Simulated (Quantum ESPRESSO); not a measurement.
WC (Qusongite):

```
CELL_PARAMETERS angstrom
2.90650 0.00000 0.00000
-1.45325 2.51710 0.00000
0.00000 0.00000 2.83660
ATOMIC_POSITIONS crystal
W 0.00000 0.00000 0.00000
C 0.66667 0.33333 0.50000
```

Base run:

| Item | Value |
| --- | --- |
| Program | Quantum ESPRESSO 7.5 |
| Functional | PBEsol |
| Potentials or basis | GBRV 1.5 PBEsol |
| Cutoff | 762 eV |
| Density cutoff | 6095 eV |
| k mesh | 10 × 10 × 9 |
| Occupations | fermi-dirac, width 0.05 eV |
| Spin | no spin polarisation |
| Hubbard terms | W d U = 8 eV |

Its results: band gap on the k mesh none (metal or under the smearing width); pressure -0.6 GPa.

Problem. The run is repeated on the same cell with these changes: hubbard terms from W d U = 8 eV to W d U = 2 eV. What comes out?

Solution. Band gap on the k mesh none (metal or under the smearing width); pressure -2.2 GPa.

Caveats: U without spin polarisation on a metal has little footing; the U is typed as a test and isn't derived for this compound.
